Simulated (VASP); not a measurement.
The system is Hf.

```
CELL_PARAMETERS angstrom
-1.80500 1.80500 1.80500
1.80500 -1.80500 1.80500
1.80500 1.80500 -1.80500
ATOMIC_POSITIONS crystal
Hf 0.00000 0.00000 0.00000
```

This isn't the form of Hf at room conditions, which is hcp.

| Quantity | Value |
| --- | --- |
| Program | VASP 6.6.1 |
| Task | single point |
| Functional | PBE |
| Potentials or basis | VASP PAW PBE potentials, release 64 (Hf_pv) |
| Cutoff | 520 eV |
| k mesh | 10 × 10 × 10 |
| Occupations | fermi-dirac, width 0.05 eV |
| Spin | no spin polarisation |

On this cell: pressure -5.3 GPa; band gap on the k mesh none (metal or under the smearing width).

The same run follows on a disturbed copy (cell strained at random at fixed volume):

```
CELL_PARAMETERS angstrom
-1.73538 1.78809 1.84034
1.76840 -1.76106 1.84632
1.78180 1.80748 -1.81331
ATOMIC_POSITIONS crystal
Hf 0.98347 0.99320 0.98959
```

Q: What changes?

A: The energy (extrapolated to zero smearing) moves by +1.8 meV/atom; pressure -5.2 GPa; band gap on the k mesh none (metal or under the smearing width).

Stress tensor (GPa, compression positive):
```
-5.99 -1.19 -0.94
-1.19 -5.33 -0.77
-0.94 -0.77 -4.21
```
